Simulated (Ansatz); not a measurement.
Consider ZrO2 in the fluorite structure (space group Fm-3m, No. 225).

```yaml
crystal:
  lattice:
    - [0.00000, 2.54467, 2.54467]
    - [2.54467, 0.00000, 2.54467]
    - [2.54467, 2.54467, 0.00000]
  atoms:
    - { symbol: Zr, position: [0.00000, 0.00000, 0.00000] }
    - { symbol: O, position: [0.25000, 0.25000, 0.25000] }
    - { symbol: O, position: [0.75000, 0.75000, 0.75000] }
```

Cartesian axes are those of the cell as printed.

Level of theory: r2SCAN in Ansatz (plane waves to 500 eV, PAW, no SOC).

For the base:

The band gap is 3.89 eV and the smallest direct gap comes out as 4.29 eV.

One thing is altered: uniaxial strain ε_yy = +2.06 %, all other strain components held at zero, atoms relaxed at fixed cell.

Task: What happens to the stress, energy relative to the base, band gap, electron mass and smallest direct gap?

Result: The stress (xx, yy, zz, yz, xz, xy; compression positive) comes out as (-1.95, -11.13, -1.95, 0.00, 0.00, 0.00) GPa; the energy rises by 8.0 meV/atom; the band gap shrinks by 0.244 eV, from 3.89 eV to 3.64 eV; the electron mass comes out as 0.51 mₑ along y, 1.2 mₑ across (at Γ); the smallest direct gap drops by 0.18 eV, from 4.29 eV to 4.11 eV.

Masses are band curvatures over ±0.01 Å⁻¹ around the edge. Stability against distortions was not tested. This is not the structure that ZrO2 has at room temperature and ambient pressure.

Ansatz is an electronic-structure program.
